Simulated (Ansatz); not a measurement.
# NiO (Fm-3m) in Ansatz: further runs

One crystal, NiO, is run at these levels: RPBE+D3(BJ), RPBE+D4, revPBE+D3(BJ), PBEsol, RPBE; tasks: relaxation of cell and atoms, single point.

Everything below comes from runs of Ansatz 0.2.0. Logs are shortened: lines on timing, memory, paths and dates and some standing lists are left out, and cuts for length are marked.

**1. Starting point**

It takes space group Fm-3m (No. 225, cubic). Conventional cell: a = 4.172 Å, b = 4.172 Å, c = 4.172 Å, α = 90.00°, β = 90.00°, γ = 90.00°. Ni (site symmetry m-3m) is surrounded by 6 O at 2.09 Å. Around O (site symmetry m-3m) lie 6 Ni at 2.09 Å.

**2. Relaxation of cell and atoms, RPBE+D3(BJ), collinear spin, ferromagnetic start**

input.yaml reads:

```yaml
crystal:
  lattice:
    - [0.0, 2.0859016414, 2.0859016414]
    - [2.0859016414, 0.0, 2.0859016414]
    - [2.0859016414, 2.0859016414, 0.0]
  atoms:
    - { symbol: Ni, position: [0.0, 0.0, 0.0], spin: 1.0 }
    - { symbol: O, position: [0.5, 0.5, 0.5] }
hamiltonian:
  xc: rpbe
  pseudopotentials: { kind: paw }
  dispersion: d3bj
magnetization:
  spin_polarized: true
kpoints:
  mp_grid: { grid: [11, 11, 11] }
scf:
  occupations: { method: fermi_dirac, width: 0.05 }
output:
  forces: true
  stress: true
relax:
  f_tol: 0.01
  max_steps: 40
  cell: { stress_tol: 0.05 }
```

Potentials or basis: Ansatz PAW.

The run is started by

```console
> ansatz run input.yaml --threads 2 --pin off --max-ram 5632MiB --backend cpu --events-out ev --progress --plain --runs-dir out
```

Log:

```text
Warning: RAYON_NUM_THREADS=2 ignored (pool sized by the plan → 2); use --threads N
Engine: ansatz 0.2.0, x86_64-unknown-linux-gnu
Pseudopotentials: kind: paw
Pseudopotential: Ni, paw, valence charge 18, recommended cutoff 420 eV (normal), Ni.paw.azcp
Pseudopotential: O, paw, valence charge 6, recommended cutoff 420 eV (normal), O.paw.azcp
Functional definition: RPBE
  parameter kappa = 0.804
  parameter beta = 0.06672455060314922
  exchange = rpbe_x(kappa = kappa, mu = beta*pi^2/3)
  correlation = pbe_c(beta = beta)
Crystal: 2 atoms, lattice volume = 18.151 Å³
Basis set: ecut = 420 eV, 339 PW (Γ), exchange–correlation on 40×40×40 points (8 copies of the dense FFT grid, shifted against one another)
Bands: 17, of which v1, the nominal top of the filled ones, is band 12 counted from 1 (11 counted from 0)
Symmetry: 48 space group operations
Space group: Fm-3m (ITA 225), of the structure as read, at distance tolerance 2.6e-5 Å
Magnetic group: BNS 225.116 (UNI 1618), of the structure as read, at distance tolerance 2.6e-5 Å
k-points: 56 of 1331
Non-local potential: Ni, projectors of the file, l = 0: 3, l = 1: 2, l = 2: 3, l = 3: 1
Non-local potential: O, projectors of the file, l = 0: 2, l = 1: 2, l = 2: 1
PAW form: soft (Blöchl's): semilocal exchange-correlation on the pseudo side does not see the compensation charge
PAW frozen core: Ni, regenerated for the run's functional, and the local potential with it (the file was generated under x = pbe(κ = 0.804, μ = 0.2195149727645171), c = pbe(β = 0.06672455060314922))
PAW frozen core: O, regenerated for the run's functional, and the local potential with it (the file was generated under x = pbe(κ = 0.804, μ = 0.2195149727645171), c = pbe(β = 0.06672455060314922))
PAW one-centre angular grid: Ni, 590 points (default); XC on 64 Gauss nodes
PAW one-centre angular grid: O, 110 points (default); XC on 64 Gauss nodes
Initial density: superposition of atomic densities (chi_scale 0.1, normalization cell, long waves kept (reshape's long-wave potential 0.00 eV rms))
Starting moments: Σ|m| = 1 μB on 1 of 2 sites
Initial wavefunctions: pseudopotential atomic-orbital guess
Functional: x = rpbe, c = pbe(β = 0.06672455060314922)
SCF iter   1: F=—  HF=-6413.591524 eV  |F-HF|=—  |Δ(HF+E_count)|=         —  Δρ=1.49e-1 (↑1.10e-1 ↓1.49e-1)  dr2=8.17e0  dr2_m=1.03e-1  M=0.884 μB ∫|m|=0.884 μB  β_m=0.30  ethr=3.10e-3  ⟨swp⟩=5.6  Hψ=8366  notcnv=0
Mixer restart at iter 1: flushing history
preconditioner: auto → none  [metal: Δε(μ)=0.050 eV  Ē_g=14.267 eV  σ=0.050 eV  W_gap=0.23  n_scr=8 (ndim 8)  ℏωp=34.9 eV  f_vac=0.000  D(μ)=2.21/eV (n_scr^D=26)  sad-step TF]
SCF iter   2: F=—  HF=-6414.100965 eV  |F-HF|=—  |Δ(HF+E_count)|=   5.09e-1  Δρ=5.78e-2 (↑4.12e-2 ↓5.78e-2)  dr2=9.14e-1  dr2_m=7.06e-2  M=1.038 μB ∫|m|=1.039 μB  β_m=0.36  ethr=3.10e-3  ⟨swp⟩=3.0  Hψ=4871  notcnv=0  defer=20
SCF iter   3: F=—  HF=-6414.483589 eV  |F-HF|=—  |Δ(HF+E_count)|=   3.83e-1  Δρ=3.23e-2 (↑2.28e-2 ↓3.23e-2)  dr2=1.72e-1  dr2_m=4.66e-2  M=1.111 μB ∫|m|=1.112 μB  β_m=0.61  ethr=3.10e-3  ⟨swp⟩=2.0  Hψ=3285  notcnv=0  defer=15
SCF iter   4: F=—  HF=-6414.692084 eV  |F-HF|=—  |Δ(HF+E_count)|=         —  Δρ=4.75e-2 (↑3.31e-2 ↓4.75e-2)  dr2=4.56e-2  dr2_m=2.64e-1  M=1.524 μB ∫|m|=1.527 μB  β_m=0.61  ethr=7.18e-4  ⟨swp⟩=2.3  Hψ=3176  notcnv=0  defer=15
Mixer restart at iter 4: flushing history
[... 54 lines left out ...]
WARN: dispersion: an atom stands within reach of a switch of its C6 between two reference coordination numbers of its element: through that C6 alone, e_disp changes by 0.025 eV or more while the distances to its neighbours run over a stretch of 0.05 Å that contains this geometry (sites counted from 0 in the run's list of atoms or, in a supercell that it derives, in that cell's: here a list of 2) — site 0 (Ni): coordination number 5.888 (about 4.94 to 6.84 with every neighbour 0.05 Å farther or nearer), switch near 6.419 between the references 6.292 (weight 0.75) and 6.546 (weight 0.25), e_disp changing by some 0.07 eV. This is how the published method behaves, and the energy and the forces stay consistent. Where you compare this geometry's total energy with another's, compare their components.e_disp too, and, where the geometries are yours to choose, keep both on one side of the switch, which a site's coordination number tells: a relaxation that ends in reach of it can search the other side under relax.adjacent_minimum: search, except where no move that the cell, the constraints and the symmetry allow carries the atom there
SCF 4 converged in 9 iterations: F = -6414.706563 eV  dr2 = 1.89e-12
relax step   4: F+E_penalty+E_count = -6414.70656294 eV  Δ(F+E_penalty+E_count) = +6.189e-4 eV  max|allowed force component| = 7.100e-30 eV/Å  Δτ_max = 0.0000 Å  P = -0.033 GPa  Ω = 18.017 Å³  stress off target by 3.30e-2 GPa  SCF on the basis re-selected at this cell (its energy is not comparable with the rows above)  (9 SCF iters)
basis re-selected at this cell: Δ(F+E_penalty+E_count) = +6.189e-4 eV, ΔP = -0.034 GPa vs the last step (what re-selecting the basis moved, of the pressure what is left beyond the Pulay correction that the steps carried, after the strain that the cell walked since its last selection, with what the two solves' SCF thresholds leave and, on support functions, any second-order correction that the steps lacked; it is no measure of the basis error at this ecutwfc). This SCF's stress stands 3.30e-2 GPa from its target on what of the cell is left free (relax.cell.stress_tol is 5.00e-2 GPa) and its largest allowed force component is 7.10e-30 eV/Å (relax.f_tol is 1.00e-2 eV/Å): within both
SCF converged after 9 iterations
Magnetization: 1.8084 μB (12.9042 up, 11.0958 down)
Absolute magnetization: 1.8175 μB (∫|ρ↑−ρ↓|, with the PAW one-centre terms)
Spin contamination: 0.0060 ħ² per cell (⟨S²⟩ above its minimum at these occupations)
Per-site moments (μB) at R_I (Å): [(1.4620744581014165, 0.8582973082856553), (0.2913766808982919, 0.8582973082856553)]
Free energy (F): -6414.706563 eV
Harris-Foulkes:  -6414.706563 eV  (|F-HF|=2.73e-12)
Internal energy: -6414.698535 eV  (E = F + TS)
E sigma→0 (E₀):  -6414.702549 eV
Entropy (-TS):   -0.008028 eV (-4.014 meV/atom)
Fermi energy:    14.850961 eV
--- Per-component energies (eV) ---
  E_band       = -319.730499
  E_kinetic    = 452.508870
  E_local      = -3980.173600  (includes V_loc(G=0)·N_el)
  E_nonlocal   = 692.218789
  E_hartree    = 1641.577752
  E_xc         = -156.530303
  E_vxc        = -200.424403  (∫ρ·V_xc dr)
  E_paw        = -1799.051260  (= ΣΔE_a)
  E_vpaw       = -567.018850  (= ΣTr[D̂ρ^β])
  E_aug_tail   = 0.003123  (compensation charges beyond the density's cutoff)
  E_ewald      = -3262.903202
  E_disp       = -2.283456  (pairwise vdW)
  E_core_change = -0.065247  (= ΣΔE_core)
  E_smearing   = -0.008028  (= −TS)
  E_closure    = 0.000000  (closes the sum)
  Σ components = -6414.706563   (vs F -6414.706563, Δ=0.00e0)
--- Forces (eV/Å), atoms counted from 1 ---
  atom   1  Ni    -0.00000000     0.00000000     0.00000000
  atom   2  O      0.00000000    -0.00000000     0.00000000
  max |Σ_I F_I| component: 1.31e-29 eV/Å
--- Stress (GPa, compression-positive) ---
       -0.033013       0.000000      -0.000000
        0.000000      -0.033013       0.000000
       -0.000000       0.000000      -0.033013
  P = ⅓ Tr σ = -0.0330 GPa (-0.330 kbar)
--- Relaxed structure (3 steps of the walk, 3 accepted, 1 SCFs on fresh bases) ---
  F+E_penalty+E_count = -6414.70656294 eV   max|allowed force component| = 7.100e-30 eV/Å   (the final SCF, on the basis selected at the relaxed cell)
  cell:  # Å, volume = 18.0165 Å³
    - [4.936141656867602e-35, 2.0807207473591642, 2.0807207473591642]
    - [2.0807207473591642, 7.961518801399359e-35, 2.0807207473591642]
    - [2.0807207473591642, 2.0807207473591642, -6.369215041119488e-36]
  atoms:
    - { symbol: Ni, position: [4.057506431888299e-37, -3.456394367955691e-37, -4.057506431879825e-37] }
    - { symbol: O, position: [0.5, 0.5, 0.5] }
```

Wall time 12 s (2 threads of Intel Xeon Platinum 8259CL at 2.50GHz (Skylake/Cascade Lake), shared host); peak memory 0.38 GiB.

What came out:

```
Free energy                            : -6414.7066 eV
Relaxed volume                         : 9.01 Å³/atom
Relaxed cell                           : a = 2.943 Å, b = 2.943 Å, c = 2.943 Å, α = 60.00°, β = 60.00°, γ = 60.00°
Space group after relaxing (to 0.05 Å) : Fm-3m (No. 225)
Energy gained by relaxing              : 0.5 meV/atom
Ionic steps                            : 4
Pressure after relaxing                : 0.0 GPa
Net moment                             : 1.81 μB per cell
Absolute moment                        : 1.82 μB per cell
Site moments                           : Ni +1.46; O +0.29 μB
```

The path:
```
step  energy change (eV)  largest force (eV/Å)  volume (Å³)
   1              0.0000                0.0000        18.15
   2             -0.0015                0.0000        18.04
   3             -0.0017                0.0000        18.02
   4             -0.0010                0.0000        18.02
```

Final structure:
```cif
data_structure
_symmetry_space_group_name_H-M 'P 1'
_symmetry_Int_Tables_number 1
_cell_length_a 2.9426
_cell_length_b 2.9426
_cell_length_c 2.9426
_cell_angle_alpha 60.000
_cell_angle_beta 60.000
_cell_angle_gamma 60.000
_cell_volume 18.02
loop_
_atom_site_label
_atom_site_type_symbol
_atom_site_fract_x
_atom_site_fract_y
_atom_site_fract_z
_atom_site_occupancy
Ni1 Ni 0.00000 0.00000 0.00000 1
O1 O 0.50000 0.50000 0.50000 1
```

Caveat: the plane-wave basis is chosen anew once the cell has moved, so the energies of steps on either side of that aren't comparable; the pressure holds a Pulay correction of +0.7 GPa for the finite cutoff; a cell with one magnetic atom can't hold antiferromagnetic order, which such compounds often take; the PAW data sets come from PBE, with cores solved anew for the run's functional, which leaves a small shift of forces and pressure.

**3. Relaxation of cell and atoms, RPBE+D4, collinear spin, ferromagnetic start**

input.yaml, as its differences from that of step 2:

```diff
@@ -11,3 +11,3 @@
   pseudopotentials: { kind: paw }
-  dispersion: d3bj
+  dispersion: d4
 magnetization:
```

Potentials or basis: Ansatz PAW.

The run is started by

```console
> ansatz run input.yaml --threads 2 --pin off --max-ram 5632MiB --backend cpu --events-out ev --progress --plain --runs-dir out
```

Log:

```text
Warning: RAYON_NUM_THREADS=2 ignored (pool sized by the plan → 2); use --threads N
[... 9 set-up lines as earlier in the session ...]
Crystal: 2 atoms, lattice volume = 18.151 Å³
Basis set: ecut = 420 eV, 339 PW (Γ), exchange–correlation on 40×40×40 points (8 copies of the dense FFT grid, shifted against one another)
Bands: 17, of which v1, the nominal top of the filled ones, is band 12 counted from 1 (11 counted from 0)
[... 2 set-up lines as earlier in the session ...]
Magnetic group: BNS 225.116 (UNI 1618), of the structure as read, at distance tolerance 2.6e-5 Å
k-points: 56 of 1331
[... 8 set-up lines as earlier in the session ...]
Starting moments: Σ|m| = 1 μB on 1 of 2 sites
[... 2 set-up lines as earlier in the session ...]
SCF iter   1: F=—  HF=-6412.659554 eV  |F-HF|=—  |Δ(HF+E_count)|=         —  Δρ=1.49e-1 (↑1.10e-1 ↓1.49e-1)  dr2=8.17e0  dr2_m=1.03e-1  M=0.884 μB ∫|m|=0.884 μB  β_m=0.30  ethr=3.10e-3  ⟨swp⟩=5.6  Hψ=8366  notcnv=0
[... 218 lines left out ...]
SCF 15 converged in 8 iterations: F = -6413.926921 eV  dr2 = 1.71e-13
relax step  15: F+E_penalty+E_count = -6413.92692063 eV  Δ(F+E_penalty+E_count) = -2.918e-9 eV  max|allowed force component| = 5.621e-30 eV/Å  Δτ_max = 0.0000 Å  P = +0.013 GPa  Ω = 18.866 Å³  stress off target by 1.33e-2 GPa  SCF on the basis re-selected at this cell (its energy is not comparable with the rows above)  (8 SCF iters)
basis re-selected at this cell: Δ(F+E_penalty+E_count) = -2.918e-9 eV, ΔP = +0.001 GPa vs the last step (what re-selecting the basis moved, of the pressure what is left beyond the Pulay correction that the steps carried, after the strain that the cell walked since its last selection, with what the two solves' SCF thresholds leave and, on support functions, any second-order correction that the steps lacked; it is no measure of the basis error at this ecutwfc). This SCF's stress stands 1.33e-2 GPa from its target on what of the cell is left free (relax.cell.stress_tol is 5.00e-2 GPa) and its largest allowed force component is 5.62e-30 eV/Å (relax.f_tol is 1.00e-2 eV/Å): within both
SCF converged after 8 iterations
Magnetization: 1.8897 μB (12.9448 up, 11.0552 down)
Absolute magnetization: 1.9009 μB (∫|ρ↑−ρ↓|, with the PAW one-centre terms)
Spin contamination: 0.0049 ħ² per cell (⟨S²⟩ above its minimum at these occupations)
Per-site moments (μB) at R_I (Å): [(1.5246910748168743, 0.8715793989063558), (0.3114941398511488, 0.8715793989063558)]
Free energy (F): -6413.926921 eV
Harris-Foulkes:  -6413.926921 eV  (|F-HF|=1.82e-12)
Internal energy: -6413.920459 eV  (E = F + TS)
E sigma→0 (E₀):  -6413.923690 eV
Entropy (-TS):   -0.006461 eV (-3.231 meV/atom)
Fermi energy:    13.871557 eV
--- Per-component energies (eV) ---
  E_band       = -339.913274
  E_kinetic    = 450.737163
  E_local      = -4057.961354  (includes V_loc(G=0)·N_el)
  E_nonlocal   = 692.036926
  E_hartree    = 1670.937408
  E_xc         = -155.985729
  E_vxc        = -199.638210  (∫ρ·V_xc dr)
  E_paw        = -1798.992809  (= ΣΔE_a)
  E_vpaw       = -566.965635  (= ΣTr[D̂ρ^β])
  E_aug_tail   = 0.003005  (compensation charges beyond the density's cutoff)
  E_ewald      = -3213.179475
  E_disp       = -1.450348  (pairwise vdW)
  E_core_change = -0.065247  (= ΣΔE_core)
  E_smearing   = -0.006461  (= −TS)
  E_closure    = 0.000000  (closes the sum)
  Σ components = -6413.926921   (vs F -6413.926921, Δ=0.00e0)
--- Forces (eV/Å), atoms counted from 1 ---
  atom   1  Ni    -0.00000000     0.00000000    -0.00000000
  atom   2  O      0.00000000     0.00000000     0.00000000
  max |Σ_I F_I| component: 9.80e-30 eV/Å
--- Stress (GPa, compression-positive) ---
        0.013278       0.000000      -0.000000
        0.000000       0.013278       0.000000
       -0.000000       0.000000       0.013278
  P = ⅓ Tr σ = 0.0133 GPa (0.133 kbar)
--- Relaxed structure (13 steps of the walk, 10 accepted, 2 SCFs on fresh bases) ---
  F+E_penalty+E_count = -6413.92692063 eV   max|allowed force component| = 5.621e-30 eV/Å   (the final SCF, on the basis selected at the relaxed cell)
  cell:  # Å, volume = 18.8660 Å³
    - [8.636754778988316e-34, 2.112919754924499, 2.112919754924499]
    - [2.112919754924499, 7.60947072765471e-34, 2.112919754924499]
    - [2.112919754924499, 2.112919754924499, -1.0819455253639184e-33]
  atoms:
    - { symbol: Ni, position: [-4.207784447603564e-37, 3.6066723836212057e-37, 3.606672383614372e-37] }
    - { symbol: O, position: [0.5, 0.5, 0.5] }
```

It took 30 s on 2 threads of Intel Xeon Platinum 8259CL at 2.50GHz (Skylake/Cascade Lake), shared host; peak memory 0.39 GiB.

Results:

```yaml
Free_energy: -6413.9269 eV
Relaxed_volume: 9.43 Å³/atom
Relaxed_cell: a = 2.988 Å, b = 2.988 Å, c = 2.988 Å, α = 60.00°, β = 60.00°, γ = 60.00°
Space_group_after_relaxing_to_0.05_Å: Fm-3m (No. 225)
Energy_gained_by_relaxing: 76.7 meV/atom
Ionic_steps: 12
Pressure_after_relaxing: 0.0 GPa
Net_moment: 1.89 μB per cell
Absolute_moment: 1.90 μB per cell
Site_moments: Ni +1.52; O +0.31 μB
```

Step by step:
```csv
step,energy change (eV),largest force (eV/Å),volume (Å³)
1,0.0000,0.0000,18.15
2,-0.0022,0.0000,18.31
3,-0.0027,0.0000,18.51
4,-0.0028,0.0000,18.57
5,-0.1493,0.0000,18.90
6,-0.1493,0.0000,18.90
7,-0.1496,0.0000,18.89
8,-0.1499,0.0000,18.87
9,-0.1499,0.0000,18.86
10,-0.1534,0.0000,18.86
11,-0.1534,0.0000,18.87
12,-0.1534,0.0000,18.87
```

Final structure:
```xyz
2
Lattice="0.0000 2.1129 2.1129 2.1129 0.0000 2.1129 2.1129 2.1129 0.0000" Properties=species:S:1:pos:R:3 pbc="T T T"
Ni    0.0000    0.0000    0.0000
O     2.1129    2.1129    2.1129
```

Caveat: the plane-wave basis is chosen anew once the cell has moved, so the energies of steps on either side of that aren't comparable; the pressure holds a Pulay correction of +0.7 GPa for the finite cutoff; a cell with one magnetic atom can't hold antiferromagnetic order, which such compounds often take; the PAW data sets come from PBE, with cores solved anew for the run's functional, which leaves a small shift of forces and pressure.

**4. Relaxation of cell and atoms, revPBE+D3(BJ), collinear spin, ferromagnetic start**

input.yaml, as its differences from that of step 3:

```diff
@@ -9,5 +9,5 @@
 hamiltonian:
-  xc: rpbe
+  xc: revpbe
   pseudopotentials: { kind: paw }
-  dispersion: d4
+  dispersion: d3bj
 magnetization:
```

The run is started by

```console
> ansatz run input.yaml --threads 2 --pin off --max-ram 5632MiB --backend cpu --events-out ev --progress --plain --runs-dir out
```

Run time: 14 s. Hardware: 2 threads of Intel Xeon Platinum 8259CL at 2.50GHz (Skylake/Cascade Lake), shared host; peak memory 0.36 GiB.

The run converged. Its results:

- Free energy: -6411.5564 eV
- Relaxed volume: 9.26 Å³/atom
- Relaxed cell: a = 2.970 Å, b = 2.970 Å, c = 2.970 Å, α = 60.00°, β = 60.00°, γ = 60.00°
- Space group after relaxing (to 0.05 Å): Fm-3m (No. 225)
- Energy gained by relaxing: 2.5 meV/atom
- Ionic steps: 7
- Pressure after relaxing: 0.0 GPa
- Net moment: 1.84 μB per cell
- Absolute moment: 1.85 μB per cell
- Site moments: Ni +1.49; O +0.30 μB

Step by step:
| step | energy change (eV) | largest force (eV/Å) | volume (Å³) |
| --- | --- | --- | --- |
| 1 | 0.0000 | 0.0000 | 18.15 |
| 2 | -0.0033 | 0.0000 | 18.35 |
| 3 | -0.0035 | 0.0000 | 18.50 |
| 4 | -0.0035 | 0.0000 | 18.51 |
| 5 | -0.0051 | 0.0000 | 18.51 |
| 6 | -0.0051 | 0.0000 | 18.52 |
| 7 | -0.0051 | 0.0000 | 18.52 |

Final structure:
```
CELL_PARAMETERS angstrom
0.00000 2.09977 2.09977
2.09977 0.00000 2.09977
2.09977 2.09977 0.00000
ATOMIC_POSITIONS crystal
Ni 0.00000 0.00000 0.00000
O 0.50000 0.50000 0.50000
```

Caveat: the plane-wave basis is chosen anew once the cell has moved, so the energies of steps on either side of that aren't comparable; the pressure holds a Pulay correction of +0.7 GPa for the finite cutoff; a cell with one magnetic atom can't hold antiferromagnetic order, which such compounds often take; the PAW data sets come from PBE, with cores solved anew for the run's functional, which leaves a small shift of forces and pressure.

[end of part 1 of 2]
